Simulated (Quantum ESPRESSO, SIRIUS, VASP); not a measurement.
## Ga2O: programs and potentials compared

```
Ga O
1.0
     3.75268    0.00000    0.00000
    -1.87634    3.24992    0.00000
     0.00000    0.00000    3.73705
Ga O
2 1
Direct
  0.66667 0.33333 0.50000
  0.33333 0.66667 0.50000
  0.00000 0.00000 0.00000
```

The cell comes from a database or a generator and needn't be the stable form of this composition.

Alike in all runs: task single point; functional PBE; k mesh 8 × 8 × 7; occupations fermi-dirac, width 0.05 eV; no spin polarisation; no spin-orbit coupling. Pressure is positive in compression and, in plane waves, holds the error of the finite cutoff.

| program and potentials | plane-wave cutoff (eV) | notes | pressure (GPa) |
| --- | --- | --- | --- |
| SIRIUS, PseudoDojo 0.4.1 PBE standard (scalar relativistic) | 1152 | - | 18.93 |
| Quantum ESPRESSO, SSSP 1.3 efficiency PBE | 952 | - | 18.46 |
| VASP, PBE PAW files Ga_d, O, 520 eV | 520 | - | 18.81 |

The pressure spans 18.46 (Quantum ESPRESSO, SSSP 1.3 efficiency PBE) to 18.93 GPa (SIRIUS, PseudoDojo 0.4.1 PBE standard (scalar relativistic)). The cell lies far from this level's equilibrium.

Differences between rows come from potentials, basis sets and numerical settings, since the functional is the same but for its coding. Runs on potential files found faulty are left out.
